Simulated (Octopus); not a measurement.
Bi:

```
CELL_PARAMETERS angstrom
3.23838 0.00000 0.00000
0.00000 3.22164 0.00000
-0.08045 0.00000 6.44389
ATOMIC_POSITIONS crystal
Bi 0.54425 0.00000 0.74958
Bi 0.45575 0.00000 0.25042
```

This isn't the form of Bi at room conditions, which is rhombohedral.

```yaml
Program: Octopus 16.4
Task: single point
Functional: PBE
Potentials_or_basis: PseudoDojo 0.4.1 standard (PBE)
Grid_spacing: 0.135 × 0.134 × 0.134 Å
k_mesh: 8 × 8 × 4
Occupations: fermi-dirac, width 0.05 eV
Spin: no spin polarisation
```

On this cell: largest force 0.016 eV/Å; band gap on the k mesh none (metal or under the smearing width).

The same run follows on a disturbed copy (atoms moved at random, drawn with an rms of 0.05 Å):

```
Bi
1.0
     3.23838    0.00000    0.00000
     0.00000    3.22164    0.00000
    -0.08045    0.00000    6.44389
Bi
2
Direct
  0.55534 0.00070 0.75028
  0.45838 0.01271 0.24141
```

What does the disturbed cell give?

The energy (extrapolated to zero smearing) moves by -0.3 meV/atom; largest force 0.069 eV/Å; band gap on the k mesh none (metal or under the smearing width).

Forces in eV/Å, atoms in the order of the input:
```
Bi   0.006  0.000 -0.068
Bi  -0.006  0.000  0.068
```

Caveats: spin-orbit coupling is left out, which moves the levels of the heavy elements.
